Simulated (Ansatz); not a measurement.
# TiAl: the cost of one run

Method: DFT PBE, scalar-relativistic, plane waves, PAW, in Ansatz 0.2.0.

**1. The structure to begin with**

It takes space group P-6m2 (No. 187, hexagonal). Conventional cell: a = 2.881 Å, b = 2.881 Å, c = 4.649 Å, α = 90.00°, β = 90.00°, γ = 120.00°. Ti (site symmetry -6m2) is surrounded by 6 Al at 2.86 Å and 6 Ti at 2.88 Å. Around Al (site symmetry -6m2) lie 6 Ti at 2.86 Å and 6 Al at 2.88 Å.

As a file:

```cif
data_structure
_symmetry_space_group_name_H-M 'P-6m2'
_symmetry_Int_Tables_number 187
_cell_length_a 2.8811
_cell_length_b 2.8811
_cell_length_c 4.6486
_cell_angle_alpha 90.000
_cell_angle_beta 90.000
_cell_angle_gamma 120.000
_cell_volume 33.42
loop_
_atom_site_label
_atom_site_type_symbol
_atom_site_symmetry_multiplicity
_atom_site_Wyckoff_symbol
_atom_site_fract_x
_atom_site_fract_y
_atom_site_fract_z
_atom_site_occupancy
Ti1 Ti 1 a 0.00000 0.00000 0.00000 1
Al1 Al 1 d 0.33333 0.66667 0.50000 1
```

It goes back to an entry of the Materials Project, which need not be the stable form.

It is the result of an earlier relaxation at this level (volume 16.71 Å³/atom; gap on the mesh: none (metal)).

**2. The scan**

The energy is mapped over a normal mode and a strain (zone-centre modes of the cell shown) (x along [1 0 0], y along [1 2 0], z along [0 0 1] of the conventional cell).

First coordinate, amplitude of mode 6 (335 cm⁻¹), largest displacement in the unstrained cell: 7 values from −0.186 Å. Second coordinate, equal normal strain along x, y and z: 7 values from −2.50 %.

Nothing else is relaxed (the pattern is fixed in fractional coordinates). Energies count from the relaxed high-symmetry cell. Points are written as (first, second).

The modes come from a phonon run on the reference cell, made beforehand.

The patterns, per unit of each coordinate (Å):

| atom | x1 | y1 | z1 |
| --- | --- | --- | --- |
| Ti1 | 0.000 | 0.000 | -0.564 |
| Al2 | 0.000 | 0.000 | 1.000 |

**3. The run at (0.000 Å, −2.50 %)**

Input file input.yaml:

```yaml
crystal:
  lattice:
    - [2.8090839194, 0.0, 0.0]
    - [-1.4045419597, 2.4327380356, 0.0]
    - [0.0, 0.0, 4.5323683938]
  atoms:
    - { symbol: Ti, position: [0.0, 0.0, 0.0] }
    - { symbol: Al, position: [0.3333333333, 0.6666666667, 0.5] }
basis:
  ecutwfc: 520.0
kpoints:
  mp_grid: { grid: [18, 18, 10] }
hamiltonian:
  xc: pbe
scf:
  occupations: { method: gaussian, width: 0.15 }
output:
  forces: true
  stress: true
  eigenvalues: true
```

On the command line:

```
ansatz run input.yaml --threads 1 --pin off --max-ram 2048MiB --backend cpu --events-out ev --progress --plain --runs-dir out
```

**Question.** How long does this run take on 1 thread of Arm Neoverse V1, shared host, and how much memory does it need?

About 9.3 s, with a peak of 0.41 GiB.
